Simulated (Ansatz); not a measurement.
**N: eigenvalues along the path**

```
CELL_PARAMETERS angstrom
4.05000 0.00000 0.00000
-2.02500 3.50740 0.00000
0.00000 0.00000 6.60400
ATOMIC_POSITIONS crystal
N 0.33333 0.66667 0.33800
N 0.66667 0.33333 0.83800
N 0.33333 0.66667 0.16200
N 0.66667 0.33333 0.66200
```

Atoms are numbered in the order listed.

The cell comes from COD entry 9012476, which wasn't checked; take it as a given geometry.

These are results of DFT, PBE, all-electron LAPW, scalar-relativistic in Ansatz 0.2.0, not measurements.

Numerical set-up: a Γ-centred 8×8×4 k mesh, Fermi–Dirac smearing of 0.03 eV, basis error target 1 meV/atom, no spin polarisation.

Path points, in fractions of the reciprocal vectors: Γ (0.000, 0.000, 0.000), M (0.500, 0.000, 0.000), K (0.333, 0.333, 0.000), A (0.000, 0.000, 0.500), L (0.500, 0.000, 0.500), H (0.333, 0.333, 0.500). Levels in eV from the valence-band top; bands 5 to 16, counted from the lowest band of the run. The gap is 6.04 eV, indirect from Γ to K (0.333, 0.333, 0).

```
# k(1/Å) point b5 b6 b7 b8 b9 b10 b11 b12 b13 b14 b15 b16
0.000 Γ -17.81 -17.75 -5.00 -3.94 -1.52 -1.52 -1.51 -1.34 -1.34 0.00 6.83 6.83
0.112 - -17.81 -17.75 -4.99 -3.95 -1.56 -1.53 -1.53 -1.34 -1.29 -0.01 6.81 6.81
0.224 - -17.81 -17.75 -4.96 -3.97 -1.65 -1.57 -1.54 -1.34 -1.19 -0.03 6.76 6.77
0.336 - -17.80 -17.75 -4.91 -4.00 -1.74 -1.62 -1.57 -1.34 -1.09 -0.07 6.68 6.71
0.448 - -17.79 -17.75 -4.84 -4.05 -1.83 -1.68 -1.59 -1.35 -0.99 -0.12 6.56 6.65
0.560 - -17.79 -17.75 -4.76 -4.10 -1.90 -1.74 -1.62 -1.35 -0.90 -0.17 6.44 6.59
0.672 - -17.78 -17.75 -4.68 -4.16 -1.95 -1.79 -1.64 -1.35 -0.82 -0.23 6.34 6.55
0.784 - -17.77 -17.75 -4.62 -4.22 -1.98 -1.82 -1.65 -1.36 -0.75 -0.28 6.27 6.52
0.896 M -17.77 -17.75 -4.59 -4.24 -1.99 -1.83 -1.66 -1.36 -0.73 -0.30 6.24 6.51
0.960 - -17.77 -17.75 -4.58 -4.25 -1.99 -1.83 -1.66 -1.36 -0.72 -0.30 6.23 6.52
1.025 - -17.77 -17.75 -4.57 -4.25 -1.98 -1.83 -1.68 -1.38 -0.71 -0.31 6.20 6.55
1.090 - -17.77 -17.75 -4.56 -4.27 -1.97 -1.82 -1.69 -1.40 -0.68 -0.33 6.16 6.59
1.154 - -17.77 -17.75 -4.54 -4.29 -1.95 -1.82 -1.72 -1.43 -0.65 -0.35 6.13 6.64
1.219 - -17.76 -17.75 -4.51 -4.31 -1.93 -1.81 -1.75 -1.45 -0.61 -0.37 6.09 6.69
1.284 - -17.76 -17.75 -4.48 -4.34 -1.91 -1.81 -1.77 -1.47 -0.57 -0.41 6.07 6.74
1.348 - -17.76 -17.76 -4.45 -4.37 -1.89 -1.81 -1.80 -1.48 -0.53 -0.44 6.05 6.79
1.413 K -17.76 -17.76 -4.41 -4.41 -1.89 -1.81 -1.81 -1.49 -0.48 -0.48 6.04 6.84
1.542 - -17.76 -17.75 -4.49 -4.33 -1.91 -1.81 -1.77 -1.47 -0.58 -0.40 6.07 6.75
1.671 - -17.77 -17.75 -4.59 -4.24 -1.92 -1.80 -1.71 -1.44 -0.69 -0.31 6.15 6.68
1.801 - -17.78 -17.75 -4.69 -4.16 -1.90 -1.77 -1.66 -1.41 -0.80 -0.23 6.28 6.65
1.930 - -17.79 -17.75 -4.79 -4.08 -1.85 -1.72 -1.61 -1.38 -0.92 -0.15 6.45 6.66
2.059 - -17.80 -17.75 -4.88 -4.02 -1.78 -1.66 -1.57 -1.36 -1.04 -0.09 6.61 6.70
2.189 - -17.81 -17.75 -4.94 -3.97 -1.68 -1.59 -1.54 -1.34 -1.16 -0.04 6.73 6.76
2.318 - -17.81 -17.75 -4.99 -3.95 -1.57 -1.54 -1.52 -1.34 -1.27 -0.01 6.81 6.81
2.447 Γ -17.81 -17.75 -5.00 -3.94 -1.52 -1.52 -1.51 -1.34 -1.34 0.00 6.83 6.83
2.507 - -17.81 -17.75 -4.99 -3.95 -1.52 -1.52 -1.49 -1.34 -1.34 -0.01 6.83 6.83
2.566 - -17.81 -17.76 -4.97 -4.00 -1.51 -1.51 -1.43 -1.35 -1.35 -0.05 6.85 6.85
2.625 - -17.81 -17.76 -4.93 -4.07 -1.51 -1.51 -1.35 -1.35 -1.34 -0.10 6.88 6.88
2.685 - -17.80 -17.76 -4.88 -4.16 -1.49 -1.49 -1.37 -1.37 -1.23 -0.18 6.91 6.91
2.744 - -17.80 -17.77 -4.82 -4.26 -1.48 -1.48 -1.38 -1.38 -1.09 -0.28 6.96 6.96
2.804 - -17.80 -17.77 -4.75 -4.36 -1.47 -1.47 -1.40 -1.40 -0.95 -0.39 7.01 7.01
2.863 - -17.79 -17.78 -4.66 -4.46 -1.45 -1.45 -1.41 -1.41 -0.81 -0.52 7.07 7.07
2.923 A -17.78 -17.78 -4.57 -4.57 -1.43 -1.43 -1.43 -1.43 -0.66 -0.66 7.13 7.13
3.035 - -17.78 -17.78 -4.56 -4.56 -1.45 -1.45 -1.43 -1.43 -0.66 -0.66 7.11 7.11
3.147 - -17.78 -17.78 -4.55 -4.55 -1.48 -1.48 -1.44 -1.44 -0.66 -0.66 7.06 7.06
3.259 - -17.78 -17.78 -4.53 -4.53 -1.54 -1.54 -1.46 -1.46 -0.65 -0.65 6.99 6.99
3.371 - -17.77 -17.77 -4.51 -4.51 -1.60 -1.60 -1.47 -1.47 -0.65 -0.65 6.90 6.90
3.483 - -17.77 -17.77 -4.49 -4.49 -1.67 -1.67 -1.49 -1.49 -0.65 -0.65 6.82 6.82
3.595 - -17.76 -17.76 -4.47 -4.47 -1.72 -1.72 -1.50 -1.50 -0.65 -0.65 6.75 6.75
3.707 - -17.76 -17.76 -4.45 -4.45 -1.75 -1.75 -1.51 -1.51 -0.65 -0.65 6.71 6.71
3.819 L -17.76 -17.76 -4.45 -4.45 -1.76 -1.76 -1.51 -1.51 -0.65 -0.65 6.69 6.69
3.883 - -17.76 -17.76 -4.45 -4.45 -1.76 -1.76 -1.52 -1.52 -0.65 -0.65 6.69 6.69
3.948 - -17.76 -17.76 -4.45 -4.45 -1.76 -1.76 -1.53 -1.53 -0.65 -0.65 6.70 6.70
4.012 - -17.76 -17.76 -4.45 -4.45 -1.75 -1.75 -1.55 -1.55 -0.65 -0.65 6.70 6.70
4.077 - -17.76 -17.76 -4.44 -4.44 -1.74 -1.74 -1.57 -1.57 -0.65 -0.65 6.71 6.71
4.142 - -17.76 -17.76 -4.44 -4.44 -1.73 -1.73 -1.59 -1.59 -0.65 -0.65 6.72 6.72
4.206 - -17.76 -17.76 -4.44 -4.44 -1.71 -1.71 -1.61 -1.61 -0.65 -0.65 6.73 6.73
4.271 - -17.76 -17.76 -4.43 -4.43 -1.70 -1.70 -1.63 -1.63 -0.65 -0.65 6.74 6.74
4.336 H -17.76 -17.76 -4.43 -4.43 -1.70 -1.70 -1.64 -1.64 -0.65 -0.65 6.74 6.74
4.465 - -17.76 -17.76 -4.44 -4.44 -1.71 -1.71 -1.61 -1.61 -0.65 -0.65 6.74 6.74
4.594 - -17.76 -17.76 -4.45 -4.45 -1.71 -1.71 -1.58 -1.58 -0.65 -0.65 6.75 6.75
4.724 - -17.76 -17.76 -4.47 -4.47 -1.68 -1.68 -1.54 -1.54 -0.65 -0.65 6.79 6.79
4.853 - -17.77 -17.77 -4.49 -4.49 -1.63 -1.63 -1.50 -1.50 -0.65 -0.65 6.86 6.86
4.982 - -17.77 -17.77 -4.52 -4.52 -1.57 -1.57 -1.47 -1.47 -0.65 -0.65 6.95 6.95
5.111 - -17.78 -17.78 -4.54 -4.54 -1.50 -1.50 -1.45 -1.45 -0.65 -0.65 7.04 7.04
5.241 - -17.78 -17.78 -4.56 -4.56 -1.45 -1.45 -1.44 -1.44 -0.66 -0.66 7.11 7.11
5.370 A -17.78 -17.78 -4.57 -4.57 -1.43 -1.43 -1.43 -1.43 -0.66 -0.66 7.13 7.13
```
